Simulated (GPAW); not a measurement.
Set up this calculation in GPAW 26.7.0, as an ASE script.

* Task: relaxation of cell and atoms
* Functional: PBEsol
* Dispersion: D3(BJ)
* Potentials or basis: PAW data sets generated in the run's folder for this functional
* Cutoff: 600 eV
* Basis: pw
* k mesh: 10 × 10 × 10
* Occupations: fermi-dirac, width 0.05 eV
* Spin: no spin polarisation
* Maxiter: 150
* Optimizer: BFGS
* Fmax: 0.02 eV/Å
* Max steps: 60
* Convergence: density=1e-05 forces=0.0001

The system is Sn.

```
CELL_PARAMETERS angstrom
-1.89465 1.89465 1.89465
1.89465 -1.89465 1.89465
1.89465 1.89465 -1.89465
ATOMIC_POSITIONS crystal
Sn 0.00000 0.00000 0.00000
```

This isn't the form of Sn at room conditions, which is tetragonal (white tin).

The input as run:

run.py

```python
from ase import Atoms
from ase.calculators.mixing import SumCalculator
from ase.filters import FrechetCellFilter
from ase.io import write
from ase.optimize import BFGS
from dftd3.ase import DFTD3
from gpaw import GPAW, PW, setup_paths

setup_paths.insert(0, '.')

atoms = Atoms(['Sn'],
              cell=[[-1.8946518192, 1.8946518192, 1.8946518192],
                    [1.8946518192, -1.8946518192, 1.8946518192],
                    [1.8946518192, 1.8946518192, -1.8946518192]],
              scaled_positions=[[0.0, 0.0, 0.0]],
              pbc=True)

calc = GPAW(mode=PW(600),
            xc='PBEsol',
            kpts={'size': (10, 10, 10), 'gamma': True},
            occupations={'name': 'fermi-dirac', 'width': 0.05},
            nbands=14,
            convergence={'density': 1e-05, 'forces': 0.0001},
            maxiter=150,
            txt='gpaw.txt')
atoms.calc = SumCalculator([calc, DFTD3(method='pbesol', damping='d3bj')])
opt = BFGS(FrechetCellFilter(atoms), trajectory='relax.traj', logfile='-')
done = opt.run(fmax=0.02, steps=60)
calc.write('gs.gpw')
write('result.traj', atoms)
print('Converged:', done)
print('Cell:', atoms.cell.cellpar().round(4))
print('Volume:', round(atoms.get_volume(), 4))
print(atoms.get_scaled_positions().round(5))
```

Potentials or basis: PAW data sets generated in the run's folder for this functional, pw.

Run with:

```sh
$ gpaw-setup -f PBEsol Sn
$ OMP_NUM_THREADS=1 python run.py
```

Results of the run:

```json
{"Relaxed volume": "24.69 Å³/atom", "Relaxed cell": "a = 3.177 Å, b = 3.177 Å, c = 3.177 Å, α = 109.47°, β = 109.47°, γ = 109.47°", "Space group after relaxing (to 0.05 Å)": "Im-3m (No. 229)", "Energy gained by relaxing": "43.6 meV/atom", "Ionic steps": "4", "Pressure after relaxing": "-0.1 GPa", "Band gap on the k mesh": "none (metal or under the smearing width)", "Dispersion energy per atom": "-0.430 eV"}
```

Caveat: later steps reuse the first step's grids; pairwise dispersion overbinds metals, which lowers pressure and volume.

Wall time 24 s on 1 thread of Intel(R) Xeon(R) 6975P-C (Granite Rapids), on a shared host, peak memory 0.17 GiB.
